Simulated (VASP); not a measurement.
Write the native input for VASP 6.6.1 that does the following.

```yaml
Task: relaxation of the atoms
Functional: PBE
Potentials_or_basis: VASP PAW PBE potentials, release 64 (Cu)
Cutoff: 600 eV
k_mesh: 18 × 18 × 18
Occupations: methfessel-paxton, width 0.1 eV
Spin: no spin polarisation
Further_INCAR_settings: ALGO = Normal; EDIFF = 1e-07; IBRION = 2; EDIFFG = -0.01; NSW = 40
```

The structure of Cu lies in POSCAR:

```
Cu                                      
1.0
    0.0000000000      1.8298983188      1.8298983188
    1.8298983188      0.0000000000      1.8298983188
    1.8298983188      1.8298983188      0.0000000000
  Cu            
     1
Direct
     0.0000000000000000    0.0000000000000000    0.0000000000000000
```

The cell isn't the ideal one: a relaxed cell with its volume scaled by 1.02.

These files were run (other wordings do the same):

INCAR

```
SYSTEM = Cu
ALGO = Normal
EDIFF = 1E-7
EDIFFG = -0.01
ENCUT = 600
GGA = PE
IBRION = 2
ISIF = 2
ISMEAR = 1
LASPH = .True.
LCHARG = .False.
LREAL = .False.
LWAVE = .False.
NELM = 80
NSW = 40
PREC = Accurate
SIGMA = 0.1
```

KPOINTS

```
k-points
0
Gamma
  18 18 18
  0 0 0
```

Potentials or basis: VASP PAW PBE potentials, release 64 (Cu).

The run is started by

```sh
$ cat potpaw_PBE.64/Cu/POTCAR > POTCAR
$ mpirun -np 1 vasp_std > vasp.out
```

It gave:

- Pressure after relaxing: -2.6 GPa
- Band gap on the k mesh: none (metal or under the smearing width)

Caveat: the relaxation stopped at its first step, so nothing moved.

It took 8.7 s on 1 thread of Intel(R) Xeon(R) 6975P-C (Granite Rapids), on a shared host, peak memory 0.15 GiB.
